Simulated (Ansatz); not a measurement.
# Cobalt, diamond under RPBE: structure, energy and stiffness, part 1 of 2

The plan for cobalt in the diamond structure: relax it, solve it on a dense k-mesh, then scale the cell to 7 volumes from 88 to 112 % of the relaxed one and try a fit of the equation of state. The start is antiferromagnetic. The k-meshes are 11×11×11 for the relaxation; 17×17×17 for the dense run; 12×12×12 for the volumes.

This is Co in the diamond structure; at room conditions it is hcp.

Method: DFT RPBE, plane waves (420 eV) with PAW, scalar-relativistic; PBE-made PAW files, in Ansatz 0.2.0.

### 1 The system as given

The structure is cubic, space group Fd-3m (No. 227). Conventional cell: a = 4.927 Å, b = 4.927 Å, c = 4.927 Å, α = 90.00°, β = 90.00°, γ = 90.00°. Around Co (site symmetry -43m) lie 4 Co at 2.13 Å.

Coordinates:

```cif
data_structure
_symmetry_space_group_name_H-M 'Fd-3m:1'
_symmetry_Int_Tables_number 227
_cell_length_a 4.9269
_cell_length_b 4.9269
_cell_length_c 4.9269
_cell_angle_alpha 90.000
_cell_angle_beta 90.000
_cell_angle_gamma 90.000
_cell_volume 119.59
loop_
_atom_site_label
_atom_site_type_symbol
_atom_site_symmetry_multiplicity
_atom_site_Wyckoff_symbol
_atom_site_fract_x
_atom_site_fract_y
_atom_site_fract_z
_atom_site_occupancy
Co1 Co 8 b 0.75000 0.75000 0.75000 1
```

The atoms start with moments of +1.7, -1.7 μB.

### 2 Relaxation of the cell

input.yaml

```yaml
crystal:
  lattice:
    - [0.0, 2.4634331982, 2.4634331982]
    - [2.4634331982, 0.0, 2.4634331982]
    - [2.4634331982, 2.4634331982, 0.0]
  atoms:
    - { symbol: Co, position: [0.125, 0.125, 0.125], spin: 1.7 }
    - { symbol: Co, position: [0.875, 0.875, 0.875], spin: -1.7 }
hamiltonian:
  xc: rpbe
  pseudopotentials:
    kind: paw
    azcp:
      Co: "pseudopotentials/Co.paw.azcp"
basis:
  ecutwfc: 420
  fft_grid_basis: typed
kpoints:
  mp_grid: { grid: [11, 11, 11], shift: [0, 0, 0] }
magnetization:
  spin_polarized: true
scf:
  occupations: { method: fermi_dirac, width: 0.05 }
relax:
  max_steps: 60
  f_tol: 0.01
  cell: {}
output:
  write_density: true
  write_potential: true
  elf: true
  volumetric_format: npy
```

Standard output:

```text
Warning: RAYON_NUM_THREADS=2 ignored (pool sized by the plan → 2); use --threads N
Engine: ansatz 0.2.0, x86_64-unknown-linux-gnu
Pseudopotentials: kind: paw
Pseudopotential: Co, paw, valence charge 17, recommended cutoff 420 eV (normal), <dir>
Functional definition: RPBE
  parameter kappa = 0.804
  parameter beta = 0.06672455060314922
  exchange = rpbe_x(kappa = kappa, mu = beta*pi^2/3)
  correlation = pbe_c(beta = beta)
Crystal: 2 atoms, lattice volume = 29.899 Å³
Basis set: ecut = 420 eV, 561 PW (Γ), exchange–correlation on 48×48×48 points (8 copies of the dense FFT grid, shifted against one another)
Bands: 23, of which v1, the nominal top of the filled ones, is band 17 counted from 1 (16 counted from 0)
Symmetry: 24 space group operations
Space group: F-43m (ITA 216), of the structure as read, at distance tolerance 3.1e-5 Å
Magnetic group: BNS 227.130 (UNI 1632), of the structure as read, at distance tolerance 3.1e-5 Å
k-points: 56 of 1331 (time reversal used)
Non-local potential: Co, projectors of the file, l = 0: 3, l = 1: 2, l = 2: 3, l = 3: 1
PAW form: soft (Blöchl's): semilocal exchange-correlation on the pseudo side does not see the compensation charge
PAW frozen core: Co, regenerated for the run's functional, and the local potential with it (the file was generated under x = pbe(κ = 0.804, μ = 0.2195149727645171), c = pbe(β = 0.06672455060314922))
PAW one-centre angular grid: Co, 590 points (default); XC on 64 Gauss nodes
Initial density: superposition of atomic densities (chi_scale 0.1, normalization cell)
Starting moments: Σ|m| = 3.4 μB on 2 of 2 sites
Starting magnetic order: antiferromagnet; an inversion exchanges its spin sublattices: spin-degenerate at every k-point
Initial wavefunctions: pseudopotential atomic-orbital guess
Functional: x = rpbe, c = pbe(β = 0.06672455060314922)
iter 1 solved again at ethr=1.75e-3 eV; its pass at ethr=3.10e-3 eV (dr2=5.94e-1 eV) is discarded
SCF iter   1: F=—  HF=-10256.873143 eV  |F-HF|=—  |Δ(HF+E_count)|=         —  Δρ=4.28e-2 (↑4.28e-2 ↓4.28e-2)  dr2=6.00e-1  dr2_m=2.18e-1  M=-0.000 μB ∫|m|=2.753 μB  β_m=0.30  ethr=1.75e-3  ⟨swp⟩=1.0  Hψ=13725  notcnv=0
Mixer restart at iter 1: flushing history
preconditioner: auto → Kerker (q_TF=auto, 2.787 Å⁻¹)  [metal: Δε(μ)=0.017 eV  Ē_g=7.175 eV  σ=0.050 eV  W_gap=0.08  n_scr=14 (ndim 8)  ℏωp=28.8 eV  f_vac=0.000  D(μ)=4.01/eV (n_scr^D=58)]
spin=Collinear: Kerker preconditioning applied to the charge; magnetization (m = ρ↑ − ρ↓) channel mixes plain (no charge-response kernel on spin).
SCF iter   2: F=—  HF=-10257.084065 eV  |F-HF|=—  |Δ(HF+E_count)|=   2.11e-1  Δρ=3.31e-2 (↑3.31e-2 ↓3.31e-2)  dr2=1.57e-1  dr2_m=2.54e-1  M=-0.000 μB ∫|m|=2.575 μB  β_m=0.46  ethr=1.75e-3  ⟨swp⟩=3.0  Hψ=4202  notcnv=0
SCF iter   3: F=—  HF=-10258.682573 eV  |F-HF|=—  |Δ(HF+E_count)|=         —  Δρ=1.16e-1 (↑1.16e-1 ↓1.16e-1)  dr2=2.59e-1  dr2_m=3.61e0  M=0.000 μB ∫|m|=1.031 μB  β_m=0.46  ethr=4.63e-4  ⟨swp⟩=2.5  Hψ=4040  notcnv=0
Mixer restart at iter 3: flushing history
SCF iter   4: F=—  HF=-10259.143037 eV  |F-HF|=—  |Δ(HF+E_count)|=   4.60e-1  Δρ=8.39e-2 (↑8.39e-2 ↓8.39e-2)  dr2=2.18e-1  dr2_m=1.89e0  M=0.000 μB ∫|m|=0.701 μB  β_m=0.60  ethr=4.63e-4  ⟨swp⟩=2.2  Hψ=4312  notcnv=0
SCF iter   5: F=—  HF=-10259.386281 eV  |F-HF|=—  |Δ(HF+E_count)|=   2.43e-1  Δρ=1.05e-2 (↑1.05e-2 ↓1.05e-2)  dr2=3.81e-2  dr2_m=2.42e-2  M=-0.000 μB ∫|m|=0.080 μB  β_m=0.76  ethr=4.63e-4  ⟨swp⟩=3.0  Hψ=5534  notcnv=0  defer=6
SCF iter   6: F=—  HF=-10259.379618 eV  |F-HF|=—  |Δ(HF+E_count)|=   6.66e-3  Δρ=4.99e-3 (↑4.99e-3 ↓4.99e-3)  dr2=1.21e-2  dr2_m=4.12e-4  M=-0.000 μB ∫|m|=0.015 μB  β_m=0.88  ethr=1.12e-4  ⟨swp⟩=2.1  Hψ=4311  notcnv=0  defer=6
SCF iter   7: F=—  HF=-10259.386907 eV  |F-HF|=—  |Δ(HF+E_count)|=   7.29e-3  Δρ=2.32e-3 (↑2.32e-3 ↓2.32e-3)  dr2=3.71e-3  dr2_m=1.52e-5  M=-0.000 μB ∫|m|=0.003 μB  β_m=0.78  ethr=3.55e-5  ⟨swp⟩=2.0  Hψ=5146  notcnv=0  defer=6
SCF iter   8: F=—  HF=-10259.385220 eV  |F-HF|=—  |Δ(HF+E_count)|=   1.69e-3  Δρ=2.10e-3 (↑2.10e-3 ↓2.09e-3)  dr2=2.76e-3  dr2_m=5.56e-5  M=-0.000 μB ∫|m|=0.004 μB  β_m=0.72  ethr=1.09e-5  ⟨swp⟩=2.1  Hψ=5202  notcnv=0  defer=6
SCF iter   9: F=—  HF=-10259.385040 eV  |F-HF|=—  |Δ(HF+E_count)|=   1.80e-4  Δρ=6.65e-4 (↑6.55e-4 ↓6.65e-4)  dr2=2.46e-4  dr2_m=1.47e-5  M=-0.000 μB ∫|m|=0.002 μB  β_m=0.86  ethr=8.13e-6  ⟨swp⟩=2.4  Hψ=3485  notcnv=0  defer=6
SCF iter  10: F=—  HF=-10259.385078 eV  |F-HF|=—  |Δ(HF+E_count)|=   3.86e-5  Δρ=1.80e-4 (↑1.80e-4 ↓1.24e-4)  dr2=1.88e-5  dr2_m=4.19e-7  M=-0.000 μB ∫|m|=0.000 μB  β_m=0.71  ethr=7.24e-7  ⟨swp⟩=2.1  Hψ=3703  notcnv=0  defer=6
SCF iter  11: F=—  HF=-10259.385052 eV  |F-HF|=—  |Δ(HF+E_count)|=   2.61e-5  Δρ=7.32e-5 (↑7.32e-5 ↓6.63e-5)  dr2=3.67e-6  dr2_m=2.41e-8  M=-0.000 μB ∫|m|=0.000 μB  β_m=0.68  ethr=5.54e-8  ⟨swp⟩=2.1  Hψ=4203  notcnv=0  defer=6
SCF iter  12: F=—  HF=-10259.385053 eV  |F-HF|=—  |Δ(HF+E_count)|=   1.09e-6  Δρ=1.83e-5 (↑1.83e-5 ↓1.57e-5)  dr2=1.91e-7  dr2_m=7.15e-9  M=-0.000 μB ∫|m|=0.000 μB  β_m=0.84  ethr=1.08e-8  ⟨swp⟩=2.1  Hψ=3447  notcnv=0  defer=6
SCF iter  13: F=—  HF=-10259.385054 eV  |F-HF|=—  |Δ(HF+E_count)|=   1.95e-7  Δρ=4.70e-6 (↑2.98e-6 ↓4.70e-6)  dr2=1.06e-8  dr2_m=4.91e-10  M=-0.000 μB ∫|m|=0.000 μB  β_m=0.92  ethr=5.63e-10  ⟨swp⟩=2.0  Hψ=3553  notcnv=0  defer=6
SCF iter  14: F=—  HF=-10259.385054 eV  |F-HF|=—  |Δ(HF+E_count)|=   1.26e-8  Δρ=1.18e-5 (↑1.15e-5 ↓1.18e-5)  dr2=2.00e-10  dr2_m=3.71e-8  M=-0.000 μB ∫|m|=0.000 μB  β_m=0.92  ethr=3.13e-11  ⟨swp⟩=2.0  Hψ=3590  notcnv=0  defer=6
SCF iter  15: F=—  HF=-10259.385054 eV  |F-HF|=—  |Δ(HF+E_count)|=   1.15e-9  Δρ=1.00e-5 (↑9.61e-6 ↓1.00e-5)  dr2=1.89e-10  dr2_m=2.64e-8  M=-0.000 μB ∫|m|=0.000 μB  β_m=0.61  ethr=1.00e-12  ⟨swp⟩=1.0  Hψ=2577  notcnv=0  defer=6
SCF iter  16: F=-10259.385054 eV  HF=-10259.385054 eV  |F-HF|=3.51e-8  |Δ(HF+E_count)|=   4.49e-8  Δρ=4.44e-5 (↑4.44e-5 ↓3.85e-5)  dr2=4.66e-9  dr2_m=4.70e-7  M=-0.001 μB ∫|m|=0.001 μB  β_m=0.42  ethr=1.00e-12  ⟨swp⟩=2.5  Hψ=5002  notcnv=0  defer=6  recentre
SCF iter  17: F=-10259.385054 eV  HF=-10259.385054 eV  |F-HF|=1.19e-8  |Δ(HF+E_count)|=   2.90e-8  Δρ=2.69e-5 (↑2.69e-5 ↓2.50e-5)  dr2=4.54e-10  dr2_m=1.84e-7  M=-0.001 μB ∫|m|=0.001 μB  β_m=0.41  ethr=1.00e-12  ⟨swp⟩=2.0  Hψ=4594  notcnv=0  defer=6
SCF iter  18: F=-10259.385054 eV  HF=-10259.385054 eV  |F-HF|=1.45e-7  |Δ(HF+E_count)|=   1.94e-7  Δρ=8.79e-5 (↑8.79e-5 ↓8.62e-5)  dr2=5.26e-10  dr2_m=2.08e-6  M=-0.002 μB ∫|m|=0.002 μB  β_m=0.25  ethr=1.00e-12  ⟨swp⟩=2.6  Hψ=4824  notcnv=0  defer=6
SCF iter  19: F=-10259.385054 eV  HF=-10259.385055 eV  |F-HF|=1.04e-6  |Δ(HF+E_count)|=   1.31e-6  Δρ=2.33e-4 (↑2.33e-4 ↓2.32e-4)  dr2=2.94e-10  dr2_m=1.48e-5  M=-0.005 μB ∫|m|=0.005 μB  β_m=0.20  ethr=1.00e-12  ⟨swp⟩=3.0  Hψ=5670  notcnv=0  defer=6
SCF iter  20: F=-10259.385056 eV  HF=-10259.385061 eV  |F-HF|=4.75e-6  |Δ(HF+E_count)|=   5.54e-6  Δρ=5.01e-4 (↑5.00e-4 ↓5.01e-4)  dr2=1.51e-9  dr2_m=6.86e-5  M=-0.011 μB ∫|m|=0.011 μB  β_m=0.18  ethr=1.00e-12  ⟨swp⟩=4.0  Hψ=7297  notcnv=0  defer=6
SCF iter  21: F=-10259.385064 eV  HF=-10259.385085 eV  |F-HF|=2.12e-5  |Δ(HF+E_count)|=   2.44e-5  Δρ=1.06e-3 (↑1.06e-3 ↓1.06e-3)  dr2=2.63e-9  dr2_m=3.06e-4  M=-0.023 μB ∫|m|=0.023 μB  β_m=0.16  ethr=1.00e-12  ⟨swp⟩=4.1  Hψ=7587  notcnv=0  defer=6
SCF iter  22: F=-10259.385097 eV  HF=-10259.385186 eV  |F-HF|=8.91e-5  |Δ(HF+E_count)|=   1.01e-4  Δρ=2.17e-3 (↑2.16e-3 ↓2.17e-3)  dr2=7.12e-9  dr2_m=1.29e-3  M=-0.046 μB ∫|m|=0.047 μB  β_m=0.16  ethr=1.00e-12  ⟨swp⟩=4.0  Hψ=7792  notcnv=0  defer=6
SCF iter  23: F=-10259.385230 eV  HF=-10259.385592 eV  |F-HF|=3.61e-4  |Δ(HF+E_count)|=   4.06e-4  Δρ=4.37e-3 (↑4.35e-3 ↓4.37e-3)  dr2=1.10e-7  dr2_m=5.22e-3  M=-0.094 μB ∫|m|=0.096 μB  β_m=0.12  ethr=1.00e-12  ⟨swp⟩=5.3  Hψ=8895  notcnv=0  defer=6
SCF iter  24: F=-10259.385742 eV  HF=-10259.387154 eV  |F-HF|=1.41e-3  |Δ(HF+E_count)|=   1.56e-3  Δρ=8.74e-3 (↑8.48e-3 ↓8.74e-3)  dr2=1.26e-5  dr2_m=2.03e-2  M=-0.186 μB ∫|m|=0.190 μB  β_m=0.13  ethr=1.00e-12  ⟨swp⟩=5.3  Hψ=9853  notcnv=0  defer=6
SCF iter  25: F=-10259.387556 eV  HF=-10259.392656 eV  |F-HF|=5.10e-3  |Δ(HF+E_count)|=   5.50e-3  Δρ=1.66e-2 (↑1.59e-2 ↓1.66e-2)  dr2=1.00e-4  dr2_m=7.26e-2  M=-0.359 μB ∫|m|=0.366 μB  β_m=0.18  ethr=1.00e-12  ⟨swp⟩=6.0  Hψ=10439  notcnv=0  defer=6
SCF iter  26: F=-10259.391576 eV  HF=-10259.401928 eV  |F-HF|=1.04e-2  |Δ(HF+E_count)|=         —  Δρ=2.37e-2 (↑2.27e-2 ↓2.37e-2)  dr2=1.91e-4  dr2_m=1.47e-1  M=-0.581 μB ∫|m|=0.594 μB  β_m=0.46  ethr=1.00e-12  ⟨swp⟩=6.3  Hψ=11118  notcnv=0  defer=6
Mixer restart at iter 26: flushing history
SCF iter  27: F=—  HF=-10259.404028 eV  |F-HF|=—  |Δ(HF+E_count)|=   2.10e-3  Δρ=2.23e-2 (↑2.19e-2 ↓2.23e-2)  dr2=6.24e-5  dr2_m=1.34e-1  M=-0.713 μB ∫|m|=0.733 μB  β_m=0.08  ethr=1.00e-12  ⟨swp⟩=6.1  Hψ=11288  notcnv=0  defer=6
SCF iter  28: F=—  HF=-10259.402654 eV  |F-HF|=—  |Δ(HF+E_count)|=   1.37e-3  Δρ=1.46e-2 (↑1.30e-2 ↓1.46e-2)  dr2=4.69e-4  dr2_m=5.19e-2  M=-0.908 μB ∫|m|=0.947 μB  β_m=0.30  ethr=1.00e-12  ⟨swp⟩=7.1  Hψ=13190  notcnv=0  defer=6
SCF iter  29: F=—  HF=-10259.402001 eV  |F-HF|=—  |Δ(HF+E_count)|=   6.53e-4  Δρ=5.22e-3 (↑5.22e-3 ↓2.98e-3)  dr2=9.89e-4  dr2_m=4.54e-3  M=-1.276 μB ∫|m|=1.352 μB  β_m=0.70  ethr=1.00e-12  ⟨swp⟩=7.3  Hψ=14445  notcnv=0  defer=6
SCF iter  30: F=—  HF=-10259.401929 eV  |F-HF|=—  |Δ(HF+E_count)|=   7.17e-5  Δρ=2.00e-3 (↑6.71e-4 ↓2.00e-3)  dr2=6.17e-4  dr2_m=2.76e-4  M=-1.195 μB ∫|m|=1.266 μB  β_m=0.58  ethr=1.00e-12  ⟨swp⟩=6.1  Hψ=11914  notcnv=0  defer=6
SCF iter  31: F=—  HF=-10259.401713 eV  |F-HF|=—  |Δ(HF+E_count)|=   2.16e-4  Δρ=4.08e-4 (↑4.08e-4 ↓3.29e-4)  dr2=1.69e-5  dr2_m=3.04e-5  M=-1.184 μB ∫|m|=1.254 μB  β_m=0.77  ethr=1.00e-12  ⟨swp⟩=5.9  Hψ=10596  notcnv=0  defer=6
SCF iter  32: F=—  HF=-10259.401730 eV  |F-HF|=—  |Δ(HF+E_count)|=   1.64e-5  Δρ=1.99e-4 (↑1.99e-4 ↓1.42e-4)  dr2=1.43e-5  dr2_m=2.42e-6  M=-1.194 μB ∫|m|=1.267 μB  β_m=0.61  ethr=1.00e-12  ⟨swp⟩=5.1  Hψ=9561  notcnv=0  defer=6
SCF iter  33: F=—  HF=-10259.401730 eV  |F-HF|=—  |Δ(HF+E_count)|=   2.37e-7  Δρ=6.70e-5 (↑6.70e-5 ↓5.78e-5)  dr2=1.02e-6  dr2_m=6.13e-7  M=-1.197 μB ∫|m|=1.271 μB  β_m=0.81  ethr=1.00e-12  ⟨swp⟩=5.3  Hψ=9064  notcnv=0  defer=6
SCF iter  34: F=—  HF=-10259.401731 eV  |F-HF|=—  |Δ(HF+E_count)|=   9.74e-7  Δρ=7.15e-5 (↑2.80e-5 ↓7.15e-5)  dr2=5.29e-7  dr2_m=5.93e-7  M=-1.198 μB ∫|m|=1.272 μB  β_m=0.90  ethr=1.00e-12  ⟨swp⟩=4.0  Hψ=7499  notcnv=0  defer=6
SCF iter  35: F=—  HF=-10259.401731 eV  |F-HF|=—  |Δ(HF+E_count)|=   1.16e-7  Δρ=2.77e-5 (↑1.57e-5 ↓2.77e-5)  dr2=2.96e-8  dr2_m=1.27e-7  M=-1.197 μB ∫|m|=1.271 μB  β_m=0.95  ethr=1.00e-12  ⟨swp⟩=4.0  Hψ=7269  notcnv=0  defer=6
SCF iter  36: F=—  HF=-10259.401731 eV  |F-HF|=—  |Δ(HF+E_count)|=  4.37e-11  Δρ=4.70e-6 (↑4.70e-6 ↓4.67e-6)  dr2=1.63e-8  dr2_m=1.69e-10  M=-1.198 μB ∫|m|=1.272 μB  β_m=0.96  ethr=1.00e-12  ⟨swp⟩=3.0  Hψ=5515  notcnv=0  defer=6
SCF iter  37: F=-10259.401731 eV  HF=-10259.401731 eV  |F-HF|=4.38e-9  |Δ(HF+E_count)|=   2.00e-9  Δρ=2.76e-6 (↑2.76e-6 ↓1.70e-6)  dr2=4.72e-9  dr2_m=8.15e-11  M=-1.197 μB ∫|m|=1.272 μB  ethr=1.00e-12  ⟨swp⟩=4.8  Hψ=13580  notcnv=0
at 11 of the mixer's solves, the last at iteration 25, it left a direction of its history that read negative out of its fit and stepped the other way along it
WARN: the starting moments were not kept: 1 of 2 ended reversed and 1 kept their direction, counting a site from 0.1 of the cell's largest site moment. The largest reversed, site 0 (counted from 0, in the order of the report's site_moments_mub), started with +1.7 μB and closes at -6.0e-1 μB in its sphere. The starting moments cancel, and the net magnetisation is 1.2e0 μB in size, over 0.1 of its absolute magnetisation of 1.2e0 μB. The SCF closed on another magnetic arrangement than the starting moments describe; that does not show which of the two is lower. To try another start: change the starting moments (crystal.atoms[].spin, magnetization.per_species, magnetization.initial_magnetization, or on a non-collinear deck that types none of these the spinor_matrix: blocks that start its atoms; where the total moment is fixed, keep their sum and leave initial_magnetization as it is; typed ones take the place of any that the run laid by itself, positive ones on a crystal's lanthanoids without a Hubbard term where scf.initial_density.shell_occupations: [] is typed); see also scf.mixing.spin_hold.
SCF 1 converged in 37 iterations: F = -10259.401731 eV  dr2 = 4.72e-9
relax step   1: F+E_penalty+E_count = -10259.40173087 eV  Δ(F+E_penalty+E_count) = +0.000e0 eV  max|allowed force component| = 5.089e-17 eV/Å  Δτ_max = 0.0000 Å  P = +4.866 GPa  Ω = 29.899 Å³  (37 SCF iters, dr2 threshold 1.00e-7 eV, accepted)
[... 52 lines left out ...]
relax step   2: F+E_penalty+E_count = -10259.49668836 eV  Δ(F+E_penalty+E_count) = -9.496e-2 eV  max|allowed force component| = 4.857e-17 eV/Å  Δτ_max = 0.0000 Å  P = +12.023 GPa  Ω = 30.541 Å³  energy of the carried Pulay correction = -5.322e-4 eV  (40 SCF iters, dr2 threshold 2.00e-7 eV, accepted)
[... 37 lines left out ...]
relax step   4: F+E_penalty+E_count = -10259.60456332 eV  Δ(F+E_penalty+E_count) = -2.181e-2 eV  max|allowed force component| = 5.782e-17 eV/Å  Δτ_max = 0.0000 Å  P = +0.652 GPa  Ω = 33.532 Å³  energy of the carried Pulay correction = -2.869e-3 eV  (11 SCF iters, dr2 threshold 2.00e-7 eV, accepted)
[... 35 lines left out ...]
relax step   6: F+E_penalty+E_count = -10259.61179993 eV  Δ(F+E_penalty+E_count) = -6.964e-3 eV  max|allowed force component| = 6.476e-17 eV/Å  Δτ_max = 0.0000 Å  P = +0.471 GPa  Ω = 33.753 Å³  stress off target by 4.71e-1 GPa  SCF on the basis re-selected at this cell (its energy is not comparable with the rows above)  (13 SCF iters)
[... 28 lines left out ...]
relax step   8: F+E_penalty+E_count = -10259.61192505 eV  Δ(F+E_penalty+E_count) = +1.291e-5 eV  max|allowed force component| = 3.469e-17 eV/Å  Δτ_max = 0.0000 Å  P = +0.002 GPa  Ω = 33.931 Å³  energy of the carried Pulay correction = -1.375e-4 eV  (8 SCF iters, dr2 threshold 8.44e-9 eV, accepted)
[... 13 lines left out ...]
relax step   9: F+E_penalty+E_count = -10259.61204484 eV  Δ(F+E_penalty+E_count) = -1.198e-4 eV  max|allowed force component| = 3.469e-17 eV/Å  Δτ_max = 0.0000 Å  P = -0.005 GPa  Ω = 33.931 Å³  stress off target by 4.81e-3 GPa  SCF on the basis re-selected at this cell (its energy is not comparable with the rows above)  (9 SCF iters)
[... 1 line left out ...]
SCF converged after 9 iterations
Magnetization: -3.5174 μB (15.2413 up, 18.7587 down)
Absolute magnetization: 3.7975 μB (∫|ρ↑−ρ↓|, with the PAW one-centre terms)
Spin contamination: 0.0811 ħ² per cell (⟨S²⟩ above its minimum at these occupations)
Per-site moments (μB) at R_I (Å): [(-1.791098989626156, 0.9179313056243842), (-1.7910985471755574, 0.9179313056243842)]
Free energy (F): -10259.612045 eV
Harris-Foulkes:  -10259.612045 eV  (|F-HF|=5.46e-12)
Internal energy: -10259.595133 eV  (E = F + TS)
E sigma→0 (E₀):  -10259.603589 eV
Entropy (-TS):   -0.016912 eV (-8.456 meV/atom)
Fermi energy:    10.501074 eV
--- Per-component energies (eV) ---
  E_band       = -758.331581
  E_kinetic    = 905.767351
  E_local      = -7529.417763  (includes V_loc(G=0)·N_el)
  E_nonlocal   = 916.419750
  E_hartree    = 3172.753266
  E_xc         = -314.364782
  E_vxc        = -404.521110  (∫ρ·V_xc dr)
  E_paw        = -3048.569368  (= ΣΔE_a)
  E_vpaw       = -992.086731  (= ΣTr[D̂ρ^β])
  E_aug_tail   = 0.000277  (compensation charges beyond the density's cutoff)
  E_ewald      = -4362.091224
  E_core_change = -0.092639  (= ΣΔE_core)
  E_smearing   = -0.016912  (= −TS)
  E_closure    = 0.000000  (closes the sum)
  Σ components = -10259.612045   (vs F -10259.612045, Δ=0.00e0)
--- Forces (eV/Å), atoms counted from 1 ---
  atom   1  Co     0.00000000     0.00000000     0.00000000
  atom   2  Co    -0.00000000     0.00000000    -0.00000000
  max |Σ_I F_I| component: 4.63e-18 eV/Å
--- Stress (GPa, compression-positive) ---
       -0.004814       0.000000       0.000000
        0.000000      -0.004814       0.000000
        0.000000       0.000000      -0.004814
  P = ⅓ Tr σ = -0.0048 GPa (-0.048 kbar)
--- Band table (eV; the first three rows and the last of 112) ---
  k-point 0 ↑: bands = ["-83.4330", "-83.2820", "-46.7561", "-46.7561", "-46.7561", "-46.4732", "-46.4732", "-46.4732", "4.2025", "8.8503", "8.8503", "8.8503", "8.9183", "8.9183", "10.5442", "10.5442", "10.5442", "11.9221", "11.9221", "22.6660", "22.6660", "22.6660", "23.1250"]
  k-point 1 ↑: bands = ["-83.4307", "-83.2843", "-46.7586", "-46.7586", "-46.7553", "-46.4746", "-46.4708", "-46.4708", "4.3506", "8.7423", "8.7423", "8.8567", "9.0615", "9.0615", "10.4659", "10.5404", "10.5404", "11.9165", "11.9165", "20.3760", "21.8332", "21.8332", "23.7554"]
  k-point 2 ↑: bands = ["-83.4241", "-83.2908", "-46.7650", "-46.7650", "-46.7529", "-46.4781", "-46.4645", "-46.4645", "4.7862", "8.6694", "8.6694", "8.8839", "9.2104", "9.2104", "10.2402", "10.5588", "10.5588", "11.8942", "11.8942", "17.8842", "20.9595", "20.9595", "23.3299"]
  k-point 55 ↓: bands = ["-85.5495", "-85.5362", "-48.9436", "-48.9377", "-48.7766", "-48.7411", "-48.5777", "-48.5725", "6.7456", "6.8036", "7.5567", "7.6329", "7.9461", "8.1715", "8.2846", "8.4369", "9.9587", "9.9929", "11.7264", "12.2788", "12.7957", "14.1296", "22.8706"]
--- Relaxed structure (7 steps of the walk, 7 accepted, 2 SCFs on fresh bases) ---
  F+E_penalty+E_count = -10259.61204484 eV   max|allowed force component| = 3.469e-17 eV/Å   (the final SCF, on the basis selected at the relaxed cell)
  cell:  # Å, volume = 33.9310 Å³
    - [-6.286105229653272e-33, 2.5695412673930806, 2.5695412673930806]
    - [2.5695412673930806, -1.454414395888174e-33, 2.5695412673930806]
    - [2.5695412673930806, 2.5695412673930806, -4.602398899047677e-33]
  atoms:
    - { symbol: Co, position: [0.125, 0.125, 0.125] }
    - { symbol: Co, position: [0.875, 0.875, 0.875] }
```

It took 1.7 min on 2 threads of Intel Xeon Platinum 8175M at 2.50GHz (Skylake/Cascade Lake), shared host; peak memory 0.44 GiB.

Step by step:

```csv
step,energy change (meV/atom),largest force (eV/Å),pressure (GPa),volume (Å³/atom)
1,0.00,0.0000,4.87,14.949
2,-47.48,0.0000,12.02,15.270
3,-90.51,0.0000,5.02,16.107
4,-101.42,0.0000,0.65,16.766
5,-101.55,0.0000,-0.01,16.876
6,-105.03,0.0000,0.47,16.876
7,-105.10,0.0000,0.06,16.955
8,-105.10,0.0000,0.00,16.966
9,-105.16,0.0000,0.00,16.966
```

Steps that repeat a cell are solved on a basis chosen anew, so their changes of energy are no gain of the relaxation.

Changes in the cell that was computed:

|  | before | after | change |
| --- | --- | --- | --- |
| a (Å) | 3.484 | 3.634 | +4.3 % |
| b (Å) | 3.484 | 3.634 | +4.3 % |
| c (Å) | 3.484 | 3.634 | +4.3 % |
| volume (Å³/atom) | 14.949 | 16.966 | +13.5 % |
| shortest distance (Å) | 2.133 | 2.225 | +4.3 % |
| space group (spins left aside) | Fd-3m | Fd-3m | same |

(Continued in part 2 of 2.)
